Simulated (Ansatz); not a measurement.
SrCl₂: random displacements

Theory: DFT PBEsol, scalar-relativistic, plane waves, PAW (Ansatz). The runs took a 420 eV cutoff, a Γ-centred 4×4×4 mesh and Gaussian smearing (0.05 eV). No spin polarisation. Energies are free energies at this smearing, counted from the undisturbed cell; pressure is positive in compression.

Zero of the scan (as given, not relaxed at this level, and it needn't be the usual structure):

```
Sr Cl
1.0
     6.97100    0.00000    0.00000
     0.00000   -6.97100    0.00000
     0.00000    0.00000   -6.97100
Sr Cl
4 8
Direct
  0.00000 0.50000 0.50000
  0.50000 0.00000 0.50000
  0.50000 0.50000 0.00000
  0.00000 0.00000 0.00000
  0.25000 0.25000 0.25000
  0.75000 0.75000 0.25000
  0.75000 0.25000 0.75000
  0.25000 0.75000 0.75000
  0.75000 0.75000 0.75000
  0.25000 0.25000 0.75000
  0.25000 0.75000 0.25000
  0.75000 0.25000 0.25000
```

The atoms are displaced (Å, in the unstrained cell):

```csv
atom,ux,uy,uz
Sr1,0.023,0.000,-0.036
Sr2,-0.001,-0.016,0.006
Sr3,0.009,-0.019,0.004
Sr4,-0.014,0.005,0.048
Cl5,0.052,-0.028,-0.028
Cl6,0.004,0.025,0.008
Cl7,-0.003,0.000,-0.048
Cl8,-0.017,0.008,0.032
Cl9,-0.058,0.032,-0.013
Cl10,0.015,0.037,0.034
Cl11,-0.051,-0.018,-0.023
Cl12,0.040,-0.026,0.015
```

Strain (Voigt, engineering shear): (-0.0184, 0.0238, 0.0001, 0.0106, 0.0037, 0.0130).

**Question.** What are the energy change, the stress and the forces?

**Answer.** ΔE = 8.3 meV/atom; stress (xx, yy, zz, yz, xz, xy; compression positive) (-0.04, -2.15, -0.99, -0.22, -0.02, -0.14) GPa; gap on the mesh 4.94 eV.
| atom | Fx (eV/Å) | Fy | Fz |
| --- | --- | --- | --- |
| Sr1 | -0.09 | 0.05 | 0.14 |
| Sr2 | 0.06 | 0.04 | 0.10 |
| Sr3 | -0.09 | 0.07 | -0.13 |
| Sr4 | 0.04 | 0.01 | -0.19 |
| Cl5 | -0.10 | 0.03 | 0.11 |
| Cl6 | -0.09 | -0.10 | -0.06 |
| Cl7 | -0.01 | 0.02 | 0.12 |
| Cl8 | -0.03 | -0.02 | -0.15 |
| Cl9 | 0.16 | -0.11 | 0.11 |
| Cl10 | -0.01 | -0.06 | -0.11 |
| Cl11 | 0.14 | -0.03 | 0.13 |
| Cl12 | 0.02 | 0.10 | -0.07 |